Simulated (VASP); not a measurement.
# SnO2 in VASP: how settings move the PBE relaxation

The PBE relaxation of SnO2 built on the fluorite prototype is repeated with altered inputs. Which of them can be trusted? This is a trial cell built on a prototype, not taken from a measured structure, and it needn't be the compound's ground state.

The runs shown are made with VASP 6.6.1. PAW datasets, plane waves. The cell comes from a prototype generator: it can be a known phase or a hypothetical one. Spin polarisation is off.

## 1. Starting point

Space group Fm-3m (No. 225), cubic; conventional cell a = 4.902 Å, 9.82 Å³ an atom. Around Sn lie 8 O at 2.12 Å; around O lie 4 Sn at 2.12 Å.

The structure in full:

```cif
data_structure
_symmetry_space_group_name_H-M 'P 1'
_symmetry_Int_Tables_number 1
_cell_length_a 3.4663
_cell_length_b 3.4663
_cell_length_c 3.4663
_cell_angle_alpha 60.000
_cell_angle_beta 60.000
_cell_angle_gamma 60.000
_cell_volume 29.45
loop_
_atom_site_label
_atom_site_type_symbol
_atom_site_fract_x
_atom_site_fract_y
_atom_site_fract_z
_atom_site_occupancy
Sn1 Sn 0.00000 0.00000 0.00000 1
O1 O 0.25000 0.25000 0.25000 1
O2 O 0.75000 0.75000 0.75000 1
```

The PBE run on sound settings gave: energy (σ→0) -17.9217 eV, final volume 11.364 Å³/atom.

## 2. Variant 1

INCAR

```
ENCUT = 600.000000
EDIFF = 1.00e-07
EDIFFG = -5.00e-03
GGA = PE
PREC = Accurate
IBRION = 2
ISIF = 3
NELM = 120
NSW = 40
LASPH = .TRUE.
LCHARG = .FALSE.
LWAVE = .FALSE.
LREAL = .FALSE.
ISMEAR = -1
SIGMA = 0.1
IVDW = 10
NBANDS = 14
```

KPOINTS

```
KPOINTS created by Atomic Simulation Environment
0
Gamma
8 8 8
0 0 0
```

POSCAR

```
Sn O
 1.0000000000000000
     0.0000000000000000    2.4510416331000000    2.4510416331000000
     2.4510416331000000    0.0000000000000000    2.4510416331000000
     2.4510416331000000    2.4510416331000000    0.0000000000000000
 Sn  O
   1   2
Cartesian
  0.0000000000000000  0.0000000000000000  0.0000000000000000
  1.2255208165500000  1.2255208165500000  1.2255208165500000
  3.6765624496500000  3.6765624496500000  3.6765624496500000
```

Potentials: the recommended PBE PAW datasets, 26 valence electrons in the neutral cell.

Command:

```sh
$ mpirun -np 1 vasp_std
```

## 3. Variant 2

INCAR

```
ENCUT = 600.000000
SIGMA = 0.020000
EDIFF = 1.00e-07
EDIFFG = -5.00e-03
GGA = PE
PREC = Accurate
IBRION = 2
ISIF = 3
ISMEAR = -1
NBANDS = 20
NSW = 40
LASPH = .TRUE.
LCHARG = .FALSE.
LWAVE = .FALSE.
LREAL = .FALSE.
NELECT = 26.5
PSTRESS = 20
NELM = 76
```

KPOINTS

```
KPOINTS created by Atomic Simulation Environment
0
Monkhorst-Pack
8 8 8
0 0 0
```

POSCAR

```
Sn O
 1.0000000000000000
     0.0000000000000000    2.4510416331000000    2.4510416331000000
     2.4510416331000000    0.0000000000000000    2.4510416331000000
     2.4510416331000000    2.4510416331000000    0.0000000000000000
 Sn  O
   1   2
Cartesian
  0.0000000000000000  0.0000000000000000  0.0000000000000000
  1.2255208165500000  1.2255208165500000  1.2255208165500000
  3.6765624496500000  3.6765624496500000  3.6765624496500000
```

Q: Predict the outcome of this session. Wanted: for each run, changed; ending; energy change; volume; electronic steps; usable.

**Answer**, as computed:

| run | changed | ending | energy change (meV/atom) | volume (Å³/atom) | electronic steps | time | usable |
| --- | --- | --- | --- | --- | --- | --- | --- |
| ref. | – | converged | 0 | 11.364 | – | – | yes |
| 1 | ISMEAR = -1, SIGMA = 0.1, IVDW = 10, NBANDS = 14 | converged | – | 11.288 | 103 | 57 s | yes |
| 2 | NELECT = 26.5, PSTRESS = 20, NELM = 76, shifted mesh | converged | – | 14.596 | 56 | 73 s | no |

**Reading.** Of 2 altered inputs, 1 ended normally on a faulty or unsound input, 1 gave usable results.
